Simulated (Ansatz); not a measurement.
Here is an Ansatz 0.2.0 calculation.

File input.yaml:

```yaml
crystal:
  lattice:
    - [0.0, 2.873958, 2.873958]
    - [2.873958, 0.0, 2.873958]
    - [2.873958, 2.873958, 0.0]
  atoms:
    - { symbol: Cd, position: [0.0, 0.0, 0.0] }
    - { symbol: Se, position: [0.5, 0.5, 0.5] }
hamiltonian:
  xc: blyp
  pseudopotentials: { kind: paw }
kpoints:
  mp_grid: { grid: [8, 8, 8] }
  band_path:
    path:
      - [[0.0, 0.0, 0.0], [0.5, 0.0, 0.5], [0.5, 0.25, 0.75], [0.375, 0.375, 0.75], [0.0, 0.0, 0.0], [0.5, 0.5, 0.5], [0.625, 0.25, 0.625], [0.5, 0.25, 0.75], [0.5, 0.5, 0.5], [0.375, 0.375, 0.75]]
      - [[0.625, 0.25, 0.625], [0.5, 0.0, 0.5]]
    npoints: 14
scf:
  occupations: { method: fermi_dirac, width: 0.05 }
  n_extra_bands: 6
output:
  forces: true
  stress: true
  eigenvalues: true
  fatbands: false
```

Potentials or basis: Ansatz PAW.

Command:

```bash
$ ansatz run input.yaml --threads 2 --pin off --max-ram 5632MiB --backend cpu --events-out ev --progress --plain --runs-dir out
```

Problem. Predict the band gap on the k mesh.

Solution. None (metal or under the smearing width).

Problem. What does it give for the pressure?

Solution. 3.7 GPa.

Levels at the corners of the path, in eV from the Fermi level:
```tsv
point	band 14	band 15	band 16	band 17	band 18	band 19	band 20	band 21	band 22	band 23
Γ	-8.07	-8.07	-0.71	-0.71	-0.71	-0.05	8.82	8.82	8.82	9.59
X	-7.89	-7.42	-4.03	-2.09	-2.09	-0.63	5.76	9.69	10.14	10.14
W	-7.89	-7.56	-3.12	-3.12	-3.11	2.71	5.78	7.54	7.54	11.88
K	-7.92	-7.62	-3.64	-3.52	-1.44	1.35	6.35	8.01	8.55	9.48
Γ	-8.07	-8.07	-0.71	-0.71	-0.71	-0.05	8.82	8.82	8.82	9.59
L	-7.94	-7.94	-4.98	-0.13	-0.13	3.14	5.25	5.25	5.65	11.55
U	-7.92	-7.62	-3.64	-3.52	-1.44	1.35	6.35	8.01	8.55	9.48
W	-7.89	-7.56	-3.12	-3.12	-3.11	2.71	5.78	7.54	7.54	11.88
L	-7.94	-7.94	-4.98	-0.13	-0.13	3.14	5.25	5.25	5.65	11.55
K	-7.92	-7.62	-3.64	-3.52	-1.44	1.35	6.35	8.01	8.55	9.48
U	-7.92	-7.62	-3.64	-3.52	-1.44	1.35	6.35	8.01	8.55	9.48
X	-7.89	-7.42	-4.03	-2.09	-2.09	-0.63	5.76	9.69	10.14	10.14
```

Caveat: the PAW data sets come from PBE, with cores solved anew for the run's functional, which leaves a small shift of forces and pressure.
